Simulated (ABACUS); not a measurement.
## MnO in ABACUS: the effect of exact exchange share

Crystal: MnO.

```
CELL_PARAMETERS angstrom
0.00000 2.22391 2.22391
2.22391 0.00000 2.22391
2.22391 2.22391 0.00000
ATOMIC_POSITIONS crystal
Mn 0.00000 0.00000 0.00000
O 0.50000 0.50000 0.50000
```

The cell is a database's computed one.

Alike in all runs:

```yaml
Program: ABACUS 3.10.1
Task: single point
Potentials_or_basis: SG15 ONCV 1.2 PBE
Cutoff: 1361 eV
Density_cutoff: 5442 eV
Basis: DZP LCAO (the cutoffs set its grid)
k_mesh: 4 × 4 × 4
Occupations: fermi-dirac, width 0.05 eV
Spin: collinear spin, ferromagnetic start
Starting_moments: "[4.0, 0.0] μB"
```

One run gave: gap on the mesh 0.63 eV. Which exact exchange share did it use?
A. 0.4
B. 0.1
C. 0.25

B.

```tsv
exact exchange share	functional	gap on the mesh (eV)
0.1	PBE0-type (share 0.1)	0.63
0.25	PBE0-type (share 0.25)	2.26
0.4	PBE0-type (share 0.4)	3.89
```

Caveats: all runs use coarse meshes; the atomic orbitals were generated for these runs and aren't a published set; gaps of hybrids in this basis differ from plane-wave ones by up to 0.1 eV; the basis of atomic orbitals isn't converged, which shifts pressures, moduli and gaps; a cell with one magnetic atom can't hold antiferromagnetic order, which such compounds often take.

A k mesh can miss the band edges.

Runs at the PBE level aren't shown here.
